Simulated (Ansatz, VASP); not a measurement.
**One calculation of AlN, two programs**

The input INCAR:

```
SYSTEM = AlN
PREC     = Accurate       ! precision mode
ENCUT    = 520            ! plane-wave cutoff, eV
EDIFF    = 1E-6           ! SCF threshold, eV
ISMEAR   = 0              ! smearing method
SIGMA    = 0.03           ! smearing width, eV
LREAL    = .FALSE.        ! projectors in reciprocal space
LASPH    = .TRUE.         ! aspherical terms in the spheres
NELM     = 100            ! most SCF steps
ALGO     = Normal         ! electronic algorithm
ISIF     = 2              ! what is computed and relaxed
LWAVE    = .FALSE.        ! write WAVECAR
LCHARG   = .TRUE.         ! write CHGCAR
GGA      = PE             ! functional
LELF     = .TRUE.         ! ELF
LVHAR    = .TRUE.       
NBANDS   = 11             ! bands
```

The input KPOINTS:

```
Automatic mesh
0
G
  10 10 10
  0 0 0
```

Contents of POSCAR:

```
AlN
1.0
    0.0000000000      2.1839935596      2.1839935596
    2.1839935596      0.0000000000      2.1839935596
    2.1839935596      2.1839935596      0.0000000000
Al N
1 1
Direct
    0.0000000000      0.0000000000      0.0000000000
    0.2500000000      0.2500000000      0.2500000000
```

The input input.yaml:

```yaml
crystal:
  lattice:
    - [0.0, 2.1839935596, 2.1839935596]
    - [2.1839935596, 0.0, 2.1839935596]
    - [2.1839935596, 2.1839935596, 0.0]
  atoms:
    - { symbol: Al, position: [0.0, 0.0, 0.0] }
    - { symbol: "N", position: [0.25, 0.25, 0.25] }
hamiltonian:
  xc: pbe
  pseudopotentials: { kind: paw }
kpoints:
  mp_grid: { grid: [10, 10, 10] }
scf:
  occupations: { method: gaussian, width: 0.03 }
output:
  forces: true
  stress: true
  eigenvalues: true
  write_density: true
  write_potential: true
  elf: true
  volumetric_format: npy
```

Measurements of this composition are mostly on another form, of space group No. 186.

Alike in both runs: task single point; functional PBE; k mesh 10 × 10 × 10; occupations gaussian, width 0.03 eV; no spin polarisation.

```csv
,VASP,Ansatz
version,VASP 6.6.1,Ansatz 0.2.0
potentials or method,"VASP PAW PBE potentials, release 64 (Al, N)",Ansatz PAW
plane-wave cutoff (eV),520,420
valence electrons in the cell,8,8
```

VASP gave:

| Item | Value |
| --- | --- |
| gap on the k mesh at the Fermi level (eV) | 3.32 |
| least direct gap on the mesh (eV) | 4.20 |
| pressure (GPa) | 4.6 |

Q: Which values does Ansatz return?

A: gap on the k mesh at the Fermi level (eV): 3.33; least direct gap on the mesh (eV): 4.19; pressure (GPa): 4.9.

With one functional, cell and mesh, what is left measures potentials, basis and numerics.

Caveats: the pressure holds a Pulay correction of +0.5 GPa for the finite cutoff (Ansatz). A k mesh can miss the band edges. PBE gaps usually lie below the measured ones, often by a third to a half.
